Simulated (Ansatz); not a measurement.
## InSe: computed properties

Level of theory: Ansatz, DFT PBE+D3(BJ), scalar-relativistic, plane waves, PAW.

Cutoff 420 eV; k points 12×12×2 on the computed 8-atom cell (Γ-centred); Gaussian smearing, width 0.01 eV; no spin polarisation.

The structure is relaxed at this level of theory with its symmetry kept.

```xyz
8
Lattice="4.0355 0.0000 0.0000 -2.0178 3.4949 0.0000 0.0000 0.0000 16.6224" Properties=species:S:1:pos:R:3 pbc="T T T"
In    0.0000    0.0000    9.7078
In    0.0000    0.0000    6.9145
In    0.0000    2.3299   15.2258
In    0.0000    2.3299    1.3966
Se    2.0178    1.1650   13.9404
Se    2.0178    1.1650    2.6820
Se    0.0000    2.3299   10.9918
Se    0.0000    2.3299    5.6305
```

```
Space group                                                                                                                                 : P-6m2 (No. 187)
Volume per atom                                                                                                                             : 29.30 Å³
Kohn–Sham band gap                                                                                                                          : 0.30 eV, direct at Γ
Löwdin character of the top 1 eV of the valence band                                                                                        : Se 4p 69 %, In 5p 20 %, In 5s 7 %
Löwdin character of the lowest 1 eV of the conduction band                                                                                  : Se 4p 32 %, In 5s 29 %, In 5p 26 %, Se 4s 9 %
Electron masses at the edge by Cartesian direction of the standard setting (m_e; degenerate bands sorted by energy; no spin-orbit coupling) : x: 0.11; y: 0.11; z: 0.039
Hole masses at the edge by Cartesian direction of the standard setting (m_e; degenerate bands sorted by energy; no spin-orbit coupling)     : x: 2.5; y: 2.5; z: 0.038
Bader charges (e)                                                                                                                           : In (2 in the cell) 0.69, In (2 in the cell) 0.69, Se (2 in the cell) -0.69, Se (2 in the cell) -0.69
```